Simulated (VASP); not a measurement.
# Ga (Cmce) in VASP: notebook

The runs below take Ga through single point, relaxation of cell and atoms, with PBE.

All numbers are computed with VASP 6.6.1; they aren't measurements. Logs are shortened: lines on timing, memory, paths and dates and some standing lists are left out, and cuts for length are marked.

## 1. Starting point

The structure is orthorhombic, space group Cmce (No. 64). The conventional cell has a = 4.578 Å, b = 7.717 Å, c = 4.598 Å, α = 90.00°, β = 90.00°, γ = 90.00°. Ga (site symmetry m) has 7 Ga at 2.53 to 2.81 Å as nearest neighbours.

## 2. Single point, PBE

INCAR reads:

```
SYSTEM = Ga
PREC = Accurate ; ENCUT = 520
EDIFF = 1E-6 ; ISMEAR = 0
SIGMA = 0.05 ; LREAL = .False.
LASPH = .True. ; NELM = 100
ALGO = Normal ; ISIF = 2
LWAVE = .False. ; LCHARG = .True.
GGA = PE ; LELF = .True.
LVHAR = .True. ; NBANDS = 34
```

KPOINTS reads:

```
regular mesh
0
Gamma
  6 6 4
  0 0 0
```

POSCAR reads:

```
Ga
1.0
    2.2891118197     -3.8587490482      0.0000000000
    2.2891118197      3.8587490482      0.0000000000
    0.0000000000      0.0000000000      4.5983959596
Ga
4
Direct
    0.3436660798      0.6563339202      0.5835543125
    0.6563339202      0.3436660798      0.4164456875
    0.8436660798      0.1563339202      0.9164456875
    0.1563339202      0.8436660798      0.0835543125
```

Potentials or basis: VASP PAW PBE potentials, release 64 (Ga_d).

The run is started by

```bash
> cat potpaw_PBE.64/Ga_d/POTCAR > POTCAR
> mpirun -np 1 vasp_std > vasp.out
```

OUTCAR:

```text
SYSTEM = Ga
   PREC = Accurate
   ENCUT = 520
   EDIFF = 1E-6
   ISMEAR = 0
   LREAL = .False.
   LASPH = .True.
   NELM = 100
   ISIF = 2
   GGA = PE

 ion  position               nearest neighbor table
   1  0.344  0.656  0.584-   2 2.53   4 2.72   4 2.72   3 2.75   3 2.75   2 2.81   2 2.81
   2  0.656  0.344  0.416-   1 2.53   3 2.72   3 2.72   4 2.75   4 2.75   1 2.81   1 2.81
   3  0.844  0.156  0.916-   4 2.53   2 2.72   2 2.72   1 2.75   1 2.75   4 2.81   4 2.81
   4  0.156  0.844  0.084-   3 2.53   1 2.72   1 2.72   2 2.75   2 2.75   3 2.81   3 2.81

  LATTYP: Found a base centered orthorhombic cell.
 ALAT       =     4.5782236394
 B/A-ratio  =     1.6856970529
 C/A-ratio  =     1.0044061457

  Lattice vectors:

 A1 = (   2.2891118197,  -3.8587490482,   0.0000000000)
 A2 = (   2.2891118197,   3.8587490482,   0.0000000000)
 A3 = (   0.0000000000,   0.0000000000,   4.5983959596)

Analysis of symmetry for initial positions (statically):
=====================================================================
 Subroutine PRICEL returns:
 Original cell was already a primitive cell.

 Routine SETGRP: Setting up the symmetry group for a
 base centered orthorhombic supercell.

 Subroutine GETGRP returns: Found  8 space group operations
 (whereof  4 operations were pure point group operations)
 out of a pool of  8 trial point group operations.

The static configuration has the point symmetry C_2h.
 The point group associated with its full space group is D_2h.

Analysis of symmetry for dynamics (positions and initial velocities):
=====================================================================
 Subroutine PRICEL returns:
 Original cell was already a primitive cell.

 Routine SETGRP: Setting up the symmetry group for a
 base centered orthorhombic supercell.

 Subroutine GETGRP returns: Found  8 space group operations
 (whereof  4 operations were pure point group operations)
 out of a pool of  8 trial point group operations.

The dynamic configuration has the point symmetry C_2h.
 The point group associated with its full space group is D_2h.

 Subroutine INISYM returns: Found  8 space group operations
 (whereof  4 operations are pure point group operations),
 and found     1 'primitive' translations

----------------------------------------------------------------------------------------

                                     Primitive cell

  volume of cell :      81.2363

  direct lattice vectors                    reciprocal lattice vectors
     2.289111820 -3.858749048  0.000000000     0.218425328 -0.129575672  0.000000000
     2.289111820  3.858749048  0.000000000     0.218425328  0.129575672  0.000000000
     0.000000000  0.000000000  4.598395960     0.000000000  0.000000000  0.217467136

  length of vectors
     4.486644307  4.486644307  4.598395960     0.253967475  0.253967475  0.217467136

  position of ions in fractional coordinates (direct lattice)
     0.343666080  0.656333920  0.583554312
     0.656333920  0.343666080  0.416445688
     0.843666080  0.156333920  0.916445688
     0.156333920  0.843666080  0.083554312

  ion indices of the primitive-cell ions
   primitive index   ion index
                 1           1
                 2           2
                 3           3
                 4           4

----------------------------------------------------------------------------------------

 KPOINTS: regular mesh

Automatic generation of k-mesh.
 Grid dimensions read from file:
 generate k-points for:    6    6    4

 Generating k-lattice:

  Cartesian coordinates                     Fractional coordinates (reciprocal lattice)
     0.036404221 -0.021595945  0.000000000     0.166666667  0.000000000  0.000000000
     0.036404221  0.021595945  0.000000000     0.000000000  0.166666667  0.000000000
     0.000000000  0.000000000  0.054366784     0.000000000  0.000000000  0.250000000

  Length of vectors
     0.042327913  0.042327913  0.054366784

  Shift w.r.t. Gamma in fractional coordinates (k-lattice)
     0.000000000  0.000000000  0.000000000

 Subroutine IBZKPT returns following result:
 ===========================================

 Found     39 irreducible k-points:

 Following reciprocal coordinates:
            Coordinates               Weight
  0.000000  0.000000  0.000000      1.000000
  0.166667 -0.000000  0.000000      4.000000
  0.333333  0.000000  0.000000      4.000000
  0.500000  0.000000  0.000000      2.000000
  0.166667  0.166667  0.000000      2.000000
  0.333333  0.166667  0.000000      4.000000
[... 16 lines left out ...]
  0.333333  0.333333  0.250000      4.000000
  0.500000  0.333333  0.250000      8.000000
 [... further k-points ...]
   k-points           NKPTS =     39   k-points in BZ     NKDIM =     39   number of bands    NBANDS=     34
   number of dos      NEDOS =    301   number of ions     NIONS =      4
   total plane-waves  NPLWV =  46656
   dimension x,y,z NGX =    36 NGY =   36 NGZ =   36
   dimension x,y,z NGXF=    72 NGYF=   72 NGZF=   72
   ions per type =               4
   NGX,Y,Z   is equivalent  to a cutoff of  13.34, 13.34, 13.02 a.u.
   NGXF,Y,Z  is equivalent  to a cutoff of  26.68, 26.68, 26.03 a.u.
 SYSTEM =  Ga
   PREC   = accura    normal or accurate (medium, high low for compatibility)
   ISTART =      0    job   : 0-new  1-cont  2-samecut
   ICHARG =      2    charge: 1-file 2-atom 10-const
   ISPIN  =      1    spin polarized calculation?
   LNONCOLLINEAR =      F non collinear calculations
   LSORBIT =      F    spin-orbit coupling
   LASPH  =      T    aspherical Exc in radial PAW
   ENCUT  =  520.0 eV  38.22 Ry    6.18 a.u.   8.34  8.34  8.55*2*pi/ulx,y,z
   NELM   =    100;   NELMIN=  2; NELMDL= -5     # of ELM steps
   EDIFF  = 0.1E-05   stopping-criterion for ELM
   LREAL  =      F    real-space projection
   EDIFFG = 0.1E-04   stopping-criterion for IOM
   NSW    =      0    number of steps for IOM
   IBRION =     -1    ionic relax: 0-MD 1-quasi-New 2-CG
   NFREE  =      0    steps in history (QN), initial steepest desc. (CG)
   ISIF   =      2    stress and relaxation
   ISYM   =      2    0-nonsym 1-usesym 2-fastsym
   POTIM  = 0.5000    time-step for ionic-motion
   TEBEG  =    0.0;   TEEND  =   0.0 temperature during run
   PSTRESS=    0.0 pullay stress
   NELECT =      52.0000    total number of electrons
   NUPDOWN=      -1.0000    fix difference up-down
   EMIN   =  10.00;   EMAX   =-10.00  energy-range for DOS
   EFERMI =   0.00;   METHOD = LEGACY
   ISMEAR =     0;   SIGMA  =   0.05  broadening in eV -4-tet -1-fermi 0-gaus
   EFERMI_NEDOS =   21; number of points for ismear=-14 and -15
   IALGO  =     38    algorithm
   IMIX   =      4    mixing-type and parameters
     AMIX     =   0.40;   BMIX     =  1.00
     AMIX_MAG =   1.60;   BMIX_MAG =  1.00
  volume/ion in A,a.u.               =      20.31       137.05
  Fermi-wavevector in a.u.,A,eV,Ry     =   1.410888  2.666192 27.083838  1.990606
  Thomas-Fermi vector in A             =   2.532796
   LORBIT       =      0    0 simple, 1 ext, 2 COOP (PROOUT), +10 PAW based schemes
   GGA     = PE    functional components
   LHFCALC =     F    Hartree Fock is set to
   AEXX    =    0.0000 exact exchange contribution
   IVDW    =     0    specifies the selected vdW correction
   LEPSILON=     F    determine dielectric tensor
   LRPA    =     F    only Hartree local field effects (RPA)
 non-spin polarized calculation
 Gauss-broadening in eV      SIGMA  =   0.05
  energy-cutoff  :      520.00
  volume of cell :       81.24
 maximum number of plane-waves:      2214
 NGX is ok and might be reduce to    36
   NGX = 17   NGY = 17   NGZ = 17

 number of electron      52.0000011 magnetization

 Free energy of the ion-electron system (eV)
  ---------------------------------------------------
  ext. energy  EPLUGINS =         0.00000000
  ---------------------------------------------------
  free energy    TOTEN  =       -11.68518576 eV

  energy without entropy =      -11.68376622  energy(sigma->0) =      -11.68447599

 E-fermi :   4.6210     XC(G=0): -10.4706

 val. band max:        4.5974068959   @ k =   0.1667   0.1667   0.0000
 cond. band min:       4.7393604652   @ k =   0.0000   0.0000   0.5000
 fundamental gap:      0.1419535693
 Fermi energy:         4.6210031703

 k-point     1 :       0.0000    0.0000    0.0000
  band No.  band energies     occupation
      1     -10.3775      2.00000
      2     -10.3704      2.00000
      3     -10.3448      2.00000
      4     -10.3296      2.00000
      5     -10.3087      2.00000
      6     -10.2872      2.00000
[... 26 lines left out ...]
     33      11.3848      0.00000
     34      11.9695      0.00000

 k-point     2 :       0.1667   -0.0000    0.0000
  band No.  band energies     occupation
      1     -10.3801      2.00000
      2     -10.3601      2.00000
      3     -10.3520      2.00000
      4     -10.3382      2.00000
      5     -10.2956      2.00000
      6     -10.2769      2.00000
[... 26 lines left out ...]
     33      11.0807      0.00000
     34      11.7970      0.00000

 k-point     3 :       0.3333    0.0000    0.0000
  band No.  band energies     occupation
      1     -10.3786      2.00000
      2     -10.3581      2.00000
      3     -10.3575      2.00000
      4     -10.3305      2.00000
      5     -10.2968      2.00000
      6     -10.2936      2.00000
[... 26 lines left out ...]
     33      10.4271      0.00000
     34      11.8711      0.00000
[... 704 lines left out ...]
 k-point    23 :       0.3333    0.3333    0.2500
  band No.  band energies     occupation
      1     -10.4220      2.00000
      2     -10.3725      2.00000
      3     -10.3609      2.00000
      4     -10.3179      2.00000
      5     -10.3052      2.00000
      6     -10.2681      2.00000
[... 26 lines left out ...]
     33      11.9388      0.00000
     34      12.5041      0.00000

 k-point    24 :       0.5000    0.3333    0.2500
  band No.  band energies     occupation
      1     -10.4195      2.00000
      2     -10.3711      2.00000
      3     -10.3516      2.00000
      4     -10.3279      2.00000
      5     -10.3119      2.00000
      6     -10.2951      2.00000
[... 26 lines left out ...]
     33      12.2263      0.00000
     34      13.1695      0.00000

 [... further k-points ...]
[... 5 lines left out ...]
  --------------------------------------------------------------------------------------
  -------------------------------------------------------------------------------------
  Total        0.0201973      0.1123973      0.0579767      0.0000000      0.0000000      0.0000000
  in kB        0.3983397      2.2167498      1.1434425      0.0000000      0.0000000      0.0000000
  external PRESSURE =       1.2528440 kB  Pullay stress =       0.0000000 kB

 VOLUME and BASIS-vectors are now :
 -----------------------------------------------------------------------------
  energy-cutoff  :      520.00
  volume of cell :       81.24
      direct lattice vectors                 reciprocal lattice vectors
     2.289111820 -3.858749048  0.000000000     0.218425328 -0.129575672  0.000000000
     2.289111820  3.858749048  0.000000000     0.218425328  0.129575672  0.000000000
     0.000000000  0.000000000  4.598395960     0.000000000  0.000000000  0.217467136

 POSITION                                       TOTAL-FORCE (eV/Angst)
 -----------------------------------------------------------------------------------
      2.28911      1.20651      2.68341         0.000000      0.000840      0.004701
      2.28911     -1.20651      1.91498         0.000000     -0.000840     -0.004701
      2.28911     -2.65224      4.21418         0.000000      0.000840     -0.004701
      2.28911      2.65224      0.38422         0.000000     -0.000840      0.004701
 -----------------------------------------------------------------------------------
    total drift:                                0.000000      0.000000     -0.000000

  FREE ENERGIE OF THE ION-ELECTRON SYSTEM (eV)
  ---------------------------------------------------
  free  energy   TOTEN  =       -11.6851857646 eV

  energy  without entropy=      -11.6837662160  energy(sigma->0) =      -11.68447599
```

Wall time 83 s (1 thread of Intel Xeon Platinum 8488C (Sapphire Rapids), shared host); peak memory 0.23 GiB.

Results:

```
Free energy            : -11.6852 eV
Pressure               : 0.1 GPa
Largest force          : 0.005 eV/Å
Band gap on the k mesh : none (metal or under the smearing width)
```

Forces on the atoms (eV/Å):
```
Ga   0.000  0.001  0.005
Ga   0.000 -0.001 -0.005
Ga   0.000  0.001 -0.005
Ga   0.000 -0.001  0.005
```

Stress tensor (GPa, compression positive):
```
0.04 0.00 0.00
0.00 0.22 0.00
0.00 0.00 0.11
```

Levels at points of the mesh, in eV from the Fermi level:
| k point | band 24 | band 25 | band 26 | band 27 | band 28 | band 29 |
| --- | --- | --- | --- | --- | --- | --- |
| (0.00, 0.00, 0.00) | -1.75 | -1.54 | -0.51 | 1.01 | 1.05 | 1.23 |
| (0.50, 0.00, 0.00) | -3.30 | -1.22 | -1.22 | 0.80 | 0.80 | 4.09 |
| (0.50, 0.50, 0.00) | -3.04 | -1.72 | -1.39 | 1.19 | 1.34 | 3.22 |
| (0.00, 0.00, 0.50) | -0.24 | 0.12 | 0.12 | 0.20 | 0.20 | 2.14 |
| (0.50, 0.00, 0.50) | -6.01 | -1.32 | -1.32 | 0.64 | 0.64 | 7.00 |
| (0.50, 0.50, 0.50) | -5.13 | -1.11 | -1.11 | -0.85 | -0.85 | 6.48 |

## 3. Relaxation of cell and atoms, PBE

This run uses another cell than the first one, of 19.59 Å³/atom, 0.965 times its volume.

INCAR reads:

```
  PREC = Accurate
  ENCUT = 600
  EDIFF = 1E-7
  ISMEAR = 0
  SIGMA = 0.05
  LREAL = F
  LASPH = T
  NELM = 100
  ALGO = Fast
  ISIF = 3
  LWAVE = F
  LCHARG = F
  GGA = PE
  IBRION = 2
  NSW = 80
  EDIFFG = -0.03
```

KPOINTS reads:

```
regular mesh
0
Gamma
  6 6 4
```

POSCAR reads:

```
Ga
1.0
    2.2615000000     -3.8305000000      0.0000000000
    2.2615000000      3.8305000000      0.0000000000
    0.0000000000      0.0000000000      4.5240000000
Ga
4
Direct
    0.3451000000      0.6549000000      0.5810000000
    0.6549000000      0.3451000000      0.4190000000
    0.8451000000      0.1549000000      0.9190000000
    0.1549000000      0.8451000000      0.0810000000
```

Potentials or basis: VASP PAW PBE potentials, release 64 (Ga_d).

The run is started by

```bash
> cat potpaw_PBE.64/Ga_d/POTCAR > POTCAR
> mpirun -np 1 vasp_std > vasp.out
```

Run time: 9.2 min. Hardware: 1 thread of Intel Xeon Platinum 8488C (Sapphire Rapids), shared host; peak memory 0.26 GiB.

It converged, with:

```
Free energy                            : -11.6834 eV
Relaxed volume                         : 20.35 Å³/atom
Relaxed cell                           : a = 4.502 Å, b = 4.502 Å, c = 4.592 Å, α = 90.00°, β = 90.00°, γ = 119.00°
Space group after relaxing (to 0.05 Å) : Cmce (No. 64)
Energy gained by relaxing              : 5.3 meV/atom
Ionic steps                            : 8
Pressure after relaxing                : 0.0 GPa
Largest force after relaxing           : 0.026 eV/Å
Band gap on the k mesh                 : none (metal or under the smearing width)
```

Forces in eV/Å, atoms in the order of the input:
```
Ga   0.000  0.020  0.016
Ga   0.000 -0.020 -0.016
Ga   0.000  0.020 -0.016
Ga   0.000 -0.020  0.016
```

Stress tensor (GPa, compression positive):
```
 0.02  0.00  0.00
 0.00 -0.16  0.00
 0.00  0.00  0.05
```

The path:
| step | energy change (eV) | largest force (eV/Å) | pressure (GPa) | volume (Å³) |
| --- | --- | --- | --- | --- |
| 1 | 0.0000 | 0.1358 | 2.05 | 78.38 |
| 2 | -0.0207 | 0.0318 | 0.50 | 81.26 |
| 3 | -0.0194 | 0.0097 | -0.56 | 82.14 |
| 4 | -0.0205 | 0.0218 | -0.20 | 81.67 |
| 5 | -0.0207 | 0.0253 | -0.06 | 81.55 |
| 6 | -0.0207 | 0.0270 | -0.09 | 81.49 |
| 7 | -0.0207 | 0.0303 | 0.04 | 81.37 |
| 8 | -0.0213 | 0.0259 | -0.03 | 81.41 |

Final structure:
```cif
data_structure
_symmetry_space_group_name_H-M 'P 1'
_symmetry_Int_Tables_number 1
_cell_length_a 4.5022
_cell_length_b 4.5022
_cell_length_c 4.5920
_cell_angle_alpha 90.000
_cell_angle_beta 90.000
_cell_angle_gamma 119.002
_cell_volume 81.41
loop_
_atom_site_label
_atom_site_type_symbol
_atom_site_fract_x
_atom_site_fract_y
_atom_site_fract_z
_atom_site_occupancy
Ga1 Ga 0.34410 0.65590 0.58165 1
Ga2 Ga 0.65590 0.34410 0.41835 1
Ga3 Ga 0.84410 0.15590 0.91835 1
Ga4 Ga 0.15590 0.84410 0.08165 1
```

Levels at points of the mesh, in eV from the Fermi level:
| k point | band 23 | band 24 | band 25 | band 26 | band 27 | band 28 | band 29 | band 30 |
| --- | --- | --- | --- | --- | --- | --- | --- | --- |
| (0.00, 0.00, 0.00) | -3.58 | -1.76 | -1.54 | -0.61 | 0.93 | 1.01 | 1.20 | 4.93 |
| (0.50, 0.00, 0.00) | -3.36 | -3.36 | -1.21 | -1.21 | 0.78 | 0.78 | 4.03 | 4.03 |
| (0.50, 0.50, 0.00) | -4.11 | -3.03 | -1.75 | -1.40 | 1.17 | 1.31 | 3.23 | 3.75 |
| (0.00, 0.00, 0.50) | -0.26 | -0.26 | 0.12 | 0.12 | 0.14 | 0.14 | 2.08 | 2.08 |
| (0.50, 0.00, 0.50) | -6.01 | -6.01 | -1.38 | -1.38 | 0.57 | 0.57 | 7.00 | 7.00 |
| (0.50, 0.50, 0.50) | -5.17 | -5.17 | -1.10 | -1.10 | -0.83 | -0.83 | 6.45 | 6.45 |
